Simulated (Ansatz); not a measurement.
Input of an Ansatz 0.2.0 run:

The input input.yaml:

```yaml
crystal:
  lattice:
    - [-1.596261, 1.55489, 2.727345]
    - [1.537606, -1.532945, 2.680911]
    - [1.643512, 1.580085, -2.714512]
  atoms:
    - { symbol: Sb, position: [0.01785, 0.004628, 0.017022] }
kpoints:
  mp_grid: { grid: [10, 10, 12] }
scf:
  occupations: { method: fermi_dirac, width: 0.05 }
hamiltonian:
  xc: pbe
  pseudopotentials: { kind: all_electron, lapw: { basis_error: 0.001 } }
output:
  forces: true
  stress: true
  eigenvalues: true
  populations: true
```

Potentials or basis: all-electron LAPW, scalar-relativistic.

The run is started by

```sh
$ ansatz run input.yaml --threads 1 --pin off --max-ram 3072MiB --backend cpu --events-out ev --progress --plain --runs-dir out
```

Problem. Estimate the band gap on the k mesh.

Solution. None (metal or under the smearing width).

Problem. Predict the pressure.

Solution. 1.7 GPa.

Stress tensor (GPa, compression positive):
```
 0.84  0.99  0.08
 0.99  2.83 -0.23
 0.08 -0.23  1.50
```

The run has no spin-orbit coupling, so splittings on Sb are missing.
